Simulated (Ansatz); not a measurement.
input.yaml (Ansatz)

```yaml
crystal:
  lattice:
    - [0.0, 3.1670468414, 3.1670468414]
    - [3.1670468414, 0.0, 3.1670468414]
    - [3.1670468414, 3.1670468414, 0.0]
  atoms:
    - { symbol: Se, position: [0.125, 0.125, 0.125] }
    - { symbol: Se, position: [0.875, 0.875, 0.875] }
hamiltonian:
  xc: pbe
  pseudopotentials:
    kind: paw_fr
    azcp:
      Se: "pseudopotentials/Se.paw.azcp"
basis:
  ecutwfc: 420
  fft_grid_basis: typed
kpoints:
  mp_grid: { grid: [9, 9, 9], shift: [0, 0, 0] }
magnetization:
  noncollinear: true
  spin_orbit: true
scf:
  occupations: { method: fermi_dirac, width: 0.1 }
```

Output

```
Engine: ansatz 0.2.0, x86_64-unknown-linux-gnu
Pseudopotentials: kind: paw_fr
Pseudopotential: Se, paw_fr, valence charge 16, recommended cutoff 420 eV (normal) 
Functional definition: PBE
  parameter kappa = 0.804
  parameter beta = 0.06672455060314922
  exchange = pbe_x(kappa = kappa, mu = beta*pi^2/3)
  correlation = pbe_c(beta = beta)
non-collinear run that drives no moment, with spin-orbit: no starting moment large enough to seed its density (crystal.atoms[].spin), no starting occupations that ask for one, no magnetisation constraint and no magnetic field, so the semilocal B_xc is pinned to zero
Crystal: 2 atoms, lattice volume = 63.532 Å³
Basis set: ecut = 420 eV, 1243 PW (Γ)
Bands: 40, of which v1, the nominal top of the filled ones, is band 32 counted from 1 (31 counted from 0)
Symmetry: 48 space group operations + 48 with time reversal
Magnetic group: BNS 227.129 (UNI 1631), of the structure as read, at distance tolerance 4.0e-5 Å
k-points: 35 of 729
Projection manifold: j_resolved (fully-relativistic pseudo-atomic orbitals)
Non-local potential: Se, projectors of the file, l = 0: 2, l = 1: 4, l = 2: 6, l = 3: 2
PAW form: soft (Blöchl's): semilocal exchange-correlation on the pseudo side does not see the compensation charge
PAW one-centre angular grid: Se, 590 points (default); XC on 96 Gauss nodes
Initial density: superposition of atomic densities (chi_scale 0.1, normalization cell)
Initial wavefunctions: pseudopotential atomic-orbital guess
Functional: x = pbe(κ = 0.804, μ = 0.2195149727645171), c = pbe(β = 0.06672455060314922)
SCF iter   1: F=—  HF=-10937.519771 eV  |F-HF|=—  |Δ(HF+E_count)|=         —  Δρ=8.30e-3  dr2=3.47e-2  dr2_m=0.00e0 (ungated)  ethr=3.10e-3  |M|=0.00e0 ∫|m|=0.00e0 μB  |m|>n=0.0e0 m-floor=0.0e0 τ_xc=0.0e0  β_m=0.30  ⟨swp⟩=12.1  Hψ=3485  notcnv=0
SCF iter   2: F=—  HF=-10937.519392 eV  |F-HF|=—  |Δ(HF+E_count)|=   3.79e-4  Δρ=6.61e-3  dr2=2.27e-2  dr2_m=0.00e0 (ungated)  ethr=1.08e-4  |M|=0.00e0 ∫|m|=0.00e0 μB  |m|>n=0.0e0 m-floor=0.0e0 τ_xc=0.0e0  β_m=0.54  ⟨swp⟩=1.0  Hψ=840  notcnv=0
SCF iter   3: F=—  HF=-10937.518456 eV  |F-HF|=—  |Δ(HF+E_count)|=   9.36e-4  Δρ=1.00e-3  dr2=6.50e-4  dr2_m=0.00e0 (ungated)  ethr=7.08e-5  |M|=0.00e0 ∫|m|=0.00e0 μB  |m|>n=0.0e0 m-floor=0.0e0 τ_xc=0.0e0  β_m=0.63  ⟨swp⟩=1.1  Hψ=704  notcnv=0
SCF iter   4: F=—  HF=-10937.518534 eV  |F-HF|=—  |Δ(HF+E_count)|=   7.80e-5  Δρ=2.55e-4  dr2=2.37e-5  dr2_m=0.00e0 (ungated)  ethr=2.03e-6  |M|=0.00e0 ∫|m|=0.00e0 μB  |m|>n=0.0e0 m-floor=0.0e0 τ_xc=0.0e0  β_m=0.70  ⟨swp⟩=3.0  Hψ=1290  notcnv=0
SCF iter   5: F=—  HF=-10937.518571 eV  |F-HF|=—  |Δ(HF+E_count)|=   3.64e-5  Δρ=4.91e-5  dr2=1.71e-6  dr2_m=0.00e0 (ungated)  ethr=7.41e-8  |M|=0.00e0 ∫|m|=0.00e0 μB  |m|>n=0.0e0 m-floor=0.0e0 τ_xc=0.0e0  β_m=0.77  ⟨swp⟩=2.0  Hψ=872  notcnv=0
SCF iter   6: F=-10937.518573 eV  HF=-10937.518573 eV  |F-HF|=1.98e-8  |Δ(HF+E_count)|=   2.56e-6  Δρ=3.78e-6  dr2=7.31e-9  dr2_m=0.00e0 (ungated)  ethr=3.13e-10  |M|=0.00e0 ∫|m|=0.00e0 μB  |m|>n=0.0e0 m-floor=0.0e0 τ_xc=0.0e0  ⟨swp⟩=2.0  Hψ=2101  notcnv=0
SCF 1 converged in 6 iterations: F = -10937.518573 eV  dr2 = 7.31e-9
SCF converged after 6 iterations
Magnetization: |M| = 0.0000 μB,  M = (+0.0000, +0.0000, +0.0000) μB
Absolute magnetization: 0.0000 μB (∫|m|)
  site 0: m = (+0.0000, +0.0000, +0.0000) μB, |m| = 0.0000 μB  (R = 1.13 Å)
  site 1: m = (+0.0000, +0.0000, +0.0000) μB, |m| = 0.0000 μB  (R = 1.13 Å)
Free energy (F): -10937.518573 eV
Harris-Foulkes:  -10937.518573 eV  (|F-HF|=1.98e-8)
Internal energy: -10937.460895 eV  (E = F + TS)
E sigma→0 (E₀):  -10937.489734 eV
Entropy (-TS):   -0.057678 eV (-28.839 meV/atom)
Fermi energy:    5.613795 eV
--- Per-component energies (eV) ---
  E_band       = -867.021392
  E_kinetic    = 231.914956
  E_local      = -5478.918388  (includes V_loc(G=0)·N_el)
  E_nonlocal   = -1188.086854
  E_hartree    = 2663.247078
  E_xc         = -205.782541
  E_vxc        = -192.668122  (∫ρ·V_xc dr)
  E_paw        = -3824.830856  (= ΣΔE_a)
  E_vpaw       = 434.243082  (= ΣTr[D̂ρ^β])
  E_aug_tail   = -0.001177  (compensation charges beyond the density's cutoff)
  E_ewald      = -3135.003114
  E_smearing   = -0.057678  (= −TS)
  E_closure    = 0.000000  (closes the sum)
  Σ components = -10937.518573   (vs F -10937.518573, Δ=0.00e0)
```

Launched by

```sh
ansatz run input.yaml --threads 1 --pin off --max-ram 3584MiB --backend cpu --events-out ev --progress --plain --runs-dir out
```

On 1 thread of Intel(R) Xeon(R) Platinum 8259CL CPU @ 2.50GHz (Skylake/Cascade Lake) (shared host) this took about 14 s of wall time and 13 s of CPU time.
